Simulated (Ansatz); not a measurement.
**What a change of settings does to a run on In**

The cell is COD entry 9017523, as deposited and not checked against the literature; nothing was relaxed.

First run: DFT, PBE, all-electron LAPW, scalar-relativistic (Ansatz 0.2.0).

Command: `ansatz run input.yaml --threads 1 --pin off --max-ram 2048MiB --backend cpu --events-out ev --progress --plain --runs-dir out` The run took 5.5 s on 1 thread of Intel(R) Xeon(R) 6975P-C (Granite Rapids), on a shared host, peak memory 0.3 GiB.

```yaml
crystal:
  lattice:
    - [-1.62615, 1.62615, 2.47395]
    - [1.62615, -1.62615, 2.47395]
    - [1.62615, 1.62615, -2.47395]
  atoms:
    - { symbol: In, position: [0.0, 0.0, 0.0] }
kpoints:
  mp_grid: { grid: [14, 14, 14] }
scf:
  occupations: { method: fermi_dirac, width: 0.05 }
hamiltonian:
  xc: pbe
  pseudopotentials: { kind: all_electron, lapw: { basis_error: 0.03 } }
output:
  forces: true
  stress: true
  eigenvalues: true
```

Result: converged; pressure 1.99 GPa; 7 SCF iterations.

No spin–orbit coupling, which matters for the heavy atoms here.

A second input differs as follows:

```diff
@@ -10,4 +10,6 @@
 scf:
   occupations: { method: fermi_dirac, width: 0.05 }
+  convergence: { dr2_threshold: 1.0e-16 }
+  max_iter: 75
 hamiltonian:
   xc: pbe
```

Q: Does the change harm the result?

A: Not here: the run converged; energy at zero smearing 0.0 meV/atom from the first run; pressure 1.99 GPa; 15 SCF iterations, so the odd setting did no harm in this case.
